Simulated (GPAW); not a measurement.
# In (I4/mmm) in GPAW: a series of runs

One crystal, In, is run at these levels: LDA; tasks: single point.

All numbers are computed with GPAW 26.7.0; they aren't measurements. Logs are shortened: lines on timing, memory, paths and dates and some standing lists are left out, and cuts for length are marked. The log counts tension as positive stress, the text compression.

## Step 1: The structure

Symmetry: I4/mmm, No. 139, tetragonal system. Conventional cell: a = 3.251 Å, b = 3.251 Å, c = 4.947 Å, α = 90.00°, β = 90.00°, γ = 90.00°. In (site symmetry 4/mmm) has 12 In at 3.25 to 3.38 Å as nearest neighbours.

## Step 2: Single point, LDA

run.py reads:

```python
from ase import Atoms
from ase.dft.bandgap import bandgap
from ase.io import write
from ase.units import GPa
from gpaw import GPAW, PW

atoms = Atoms(['In'],
              cell=[[-1.62547, 1.62547, 2.4737],
                    [1.62547, -1.62547, 2.4737],
                    [1.62547, 1.62547, -2.4737]],
              scaled_positions=[[0.0, 0.0, 0.0]],
              pbc=True)

calc = GPAW(mode=PW(600),
            xc='LDA',
            kpts={'size': (11, 11, 11), 'gamma': True},
            occupations={'name': 'fermi-dirac', 'width': 0.05},
            nbands=14,
            convergence={'density': 1e-05, 'energy': 1e-05},
            maxiter=150,
            txt='gpaw.txt')
atoms.calc = calc
energy = atoms.get_potential_energy()
forces = atoms.get_forces()
stress = atoms.get_stress()
calc.write('gs.gpw')
write('result.traj', atoms)
print(f'Energy: {energy:.6f} eV')
print('Forces (eV/A):')
print(forces.round(4))
print('Stress (GPa):', (stress / GPa).round(3))
print('Fermi level:', round(calc.get_fermi_level(), 4), 'eV')
print(f'Gap: {bandgap(calc)[0]:.4f} eV, direct: {bandgap(calc, direct=True)[0]:.4f} eV')
```

Potentials or basis: the program's PAW data sets (release 1.2.1) made for this functional, pw.

Started as:

```sh
$ OMP_NUM_THREADS=1 python run.py
```

gpaw.txt:

```text
__  _  _
 | _ |_)|_||  |
 |__||  | ||/\| - 26.7.0

Input parameters:
  mode=PW(ecut=600.0),
  convergence={'density': 1e-05, 'energy': 1e-05},
  kpts=MonkhorstPack(size=(11, 11, 11), gamma=True),
  maxiter=150,
  nbands=14,
  occupations=Occupations(name='fermi-dirac', width=0.05),
  xc=XC(name='LDA')

Diagonalizing LCAO Hamiltonian
Converting LCAO to pw mode

       In

Atoms  # Å, Bohr magnetons
|   | symbol |        x |        y |        z |    initial magnetic moments |
|---|--------|----------|----------|----------|-----------------------------|
| 0 |     In | 0.000000 | 0.000000 | 0.000000 | ( 0.0000,  0.0000,  0.0000) |

Unit cell  # Å
| periodic |         x |         y |         z |  lengths |     angles |
|----------|-----------|-----------|-----------|----------|------------|
|      yes | -1.625470 |  1.625470 |  2.473700 | 3.376906 | 122.452932 |
|      yes |  1.625470 | -1.625470 |  2.473700 | 3.376906 | 122.452932 |
|      yes |  1.625470 |  1.625470 | -2.473700 | 3.376906 |  85.801437 |

Number of symmetries: 16
Symmetry operations  # r_c * U_cc + t_c -> r_c
|    | kind |            matrix            |
|----|------|------------------------------|
|  0 |  σ   |  1, 1, 1,  0, 0,-1,  0,-1, 0 |
|  1 |  C4  |  1, 1, 1,  0, 0,-1, -1, 0, 0 |
|  2 |  E   |  1, 0, 0,  0, 1, 0,  0, 0, 1 |
|  3 |  σ   |  1, 0, 0,  0, 1, 0, -1,-1,-1 |
|  4 |  σ   |  0, 1, 0,  1, 0, 0,  0, 0, 1 |
|  5 |  C2  |  0, 1, 0,  1, 0, 0, -1,-1,-1 |
|  6 |  C2  |  0, 0, 1, -1,-1,-1,  1, 0, 0 |
|  7 |  S4  |  0, 0, 1, -1,-1,-1,  0, 1, 0 |
|  8 |  C4  |  0, 0,-1,  1, 1, 1,  0,-1, 0 |
|  9 |  σ   |  0, 0,-1,  1, 1, 1, -1, 0, 0 |
| 10 |  σ   |  0,-1, 0, -1, 0, 0,  1, 1, 1 |
| 11 |  C2  |  0,-1, 0, -1, 0, 0,  0, 0,-1 |
| 12 |  C2  | -1, 0, 0,  0,-1, 0,  1, 1, 1 |
| 13 |  i   | -1, 0, 0,  0,-1, 0,  0, 0,-1 |
| 14 |  S4  | -1,-1,-1,  0, 0, 1,  1, 0, 0 |
| 15 |  C2  | -1,-1,-1,  0, 0, 1,  0, 1, 0 |

BZ-sampling:
  Number of BZ points: 1331
  Number of IBZ points: 126

  Monkhorst-Pack size: [11, 11, 11]
  Monkhorst-Pack shift: [0, 0, 0]

K-points  # in reciprocal-cell coordinates
|     |                                coordinates |     weight |
|-----|--------------------------------------------|------------|
|   0 | (  0.00000000,   0.00000000,   0.00000000) | 0.00075131 |
|   1 | (  0.09090909,  -0.09090909,   0.00000000) | 0.00300526 |
|   2 | (  0.09090909,  -0.09090909,   0.09090909) | 0.00300526 |
|   3 | (  0.09090909,   0.00000000,   0.00000000) | 0.00601052 |
|   4 | (  0.09090909,   0.09090909,  -0.09090909) | 0.00150263 |
|   5 | (  0.18181818,  -0.18181818,   0.00000000) | 0.00300526 |
|   6 | (  0.18181818,  -0.18181818,   0.09090909) | 0.00601052 |
|   7 | (  0.18181818,  -0.18181818,   0.18181818) | 0.00300526 |
|   8 | (  0.18181818,  -0.09090909,   0.00000000) | 0.01202104 |
|   9 | (  0.18181818,  -0.09090909,   0.09090909) | 0.00601052 |
| ... |                                            |            |
| 125 | (  0.45454545,   0.45454545,   0.45454545) | 0.00601052 |

Plane wave coefficients: 901
Cutoff: 600.0 eV

Spin-components: 1 (collinear spins)
Bands:           14
Projectors:      6
Spin-degeneracy: 2
Datatype:        complex128

Parallelization:
  kpt:    1
  domain: 1
  band:   1

Density:
  Valence electrons: 13.0
  Components: 1
  Grid points: [20 20 20]
  Charge: 0.0  # |e|

Potential:
  Grid points: [20 20 20]

species:
  In:
    name:    Indium
    Z:       49.0
    valence: 13
    core:    36
    charge:  0.0  # [|e|]
    compensation charges:
      type: gauss
      rc: 0.36  # [Å]
      lmax: 2
    cutoffs:
      filter: 2.09  # [Å]
      core: 2.48  # [Å]
    projectors
    | kind |    occ | energy [eV] | rcut [Å] |
    |------|--------|-------------|----------|
    |   5s |  2.000 |      -8.474 |    1.185 |
    |   5p |  1.000 |      -2.700 |    1.244 |
    |   4d | 10.000 |     -18.723 |    1.148 |
    |    s |        |      18.738 |    1.185 |
    |    p |        |      24.512 |    1.244 |
    |    d |        |       8.489 |    1.148 |

    Using partial waves for In as LCAO basis

Reference energy: -159834.290422  # eV

eigensolver:
  PPCG
  Converge bands: occupied
  niter=2

density mixing:
  MSR1-Mixer
  Pratt-step length: 0.05
  Maximum mixing coefficient: 0.75
  Old densities: 10
  SVD Regularization: 0.005
  Good broyden scale: 1.0
  Trust region scale: 1.0
  Backstep threshold: 4.0
  History deletion threshold: 6.0
  Fourier metric: weight=20.0, sigma=0.015

occupation numbers:
  Fermi-Dirac:
    width: 0.0500  # eV

poisson solver:
  ecut: 4800.0  # eV

xc functional:
  name: None

convergence criteria:
- Maximum integral of absolute [dens]ity change: 1e-05 electrons / valence electron
- Maximum [total energy] change in last 3 cyles: 1e-05 eV / valence electron
- Maximum integral of absolute [eigenst]ate change: 4e-08 eV^2 / valence electron
maximum number of iterations: 150

SCF iterations
|iter     | |      energy | eigst |  dens |
|---------|-|-------------|-------|-------|
|iter:   1| |   -3.472950 | -0.45 |       |
|iter:   2| |   -3.468505 | -2.44 | -1.59 |
|iter:   3| |   -3.436860 | -2.74 | -1.62 |
|iter:   4| |   -3.435872 | -4.18 | -2.11 |
|iter:   5| |   -3.435918 | -4.59 | -2.65 |
|iter:   6| |   -3.435924c| -6.25 | -3.67 |
|iter:   7| |   -3.435925c| -7.04 | -4.18 |
|iter:   8| |   -3.435925c| -8.21c| -5.19c|

Converged in 8 steps
Energy contributions relative to reference atoms: (reference = -159834.290422)

Energy contributions:
  Kinetic:           9.202078
  Coulomb:          -8.431498
  Zero:              0.147238
  External:          0.000000
  Xc:               -4.351754
  Entropy:          -0.003979
  Spinorbit:         0.000000
  ----------------------------
  Free energy:      -3.437914
  Extrapolated:     -3.435925

dipole moment: (-5.532730, -5.532730, -8.419912)  # |e|*Ang

Fermi level: 6.632
Eigenvalues  # (at kpt = [0.000, 0.000, 0.000])
| band index |      eig [eV] | occ [0-2] |
|------------|---------------|-----------|
|          0 |        -7.887 |     2.000 |
|          1 |        -7.776 |     2.000 |
|          2 |        -7.776 |     2.000 |
|          3 |        -7.691 |     2.000 |
|          4 |        -7.585 |     2.000 |
|          5 |        -2.948 |     2.000 |
|          6 |        17.022 |     0.000 |
|          7 |        17.022 |     0.000 |
|          8 |        17.179 |     0.000 |
|          9 |        18.407 |     0.000 |
|         10 |        20.648 |     0.000 |
|         11 |        20.780 |     0.000 |
|         12 |        20.780 |     0.000 |
|         13 |        22.060 |     0.000 |

No gap
No difference between direct/indirect transitions

Forces  # eV/Ang
|       x |       y |       z |
|---------|---------|---------|
| 0.00000 | 0.00000 | 0.00000 |  # In   0

Stress tensor  # eV/Ang^3
|        x |        y |        z |
|----------|----------|----------|
| 0.017696 | 0.000000 | 0.000000 |
| 0.000000 | 0.017696 | 0.000000 |
| 0.000000 | 0.000000 | 0.017932 |

# Writing to gs.gpw (mode='')
```

It took 32 s on 1 thread of Intel Xeon at 2.50GHz (Skylake/Cascade Lake), shared host; peak memory 0.17 GiB.

What came out:

```
Free energy            : -3.4379 eV
Pressure               : -2.8 GPa
Band gap on the k mesh : none (metal or under the smearing width)
```

## Step 3: Single point, LDA

run.py, as its differences from that of step 2:

```diff
@@ -4,3 +4,5 @@
 from ase.units import GPa
-from gpaw import GPAW, PW
+from gpaw import GPAW, PW, setup_paths
+
+setup_paths.insert(0, '.')
```

Potentials or basis: PAW data sets generated in the run's folder for this functional, pw.

Started as:

```sh
$ gpaw-setup -f LDA In
$ OMP_NUM_THREADS=1 python run.py
```

It took 45 s on 1 thread of Intel Xeon at 2.50GHz (Skylake/Cascade Lake), shared host; peak memory 0.17 GiB.

It converged, with:

| Quantity | Value |
| --- | --- |
| Free energy | -3.4379 eV |
| Pressure | -2.8 GPa |
| Band gap on the k mesh | none (metal or under the smearing width) |

Levels at points of the mesh, in eV from the Fermi level:
```tsv
k point	band 2	band 3	band 4	band 5	band 6	band 7	band 8	band 9	band 10
(0.00, 0.00, 0.00)	-14.41	-14.41	-14.32	-14.22	-9.58	10.39	10.39	10.55	11.77
```
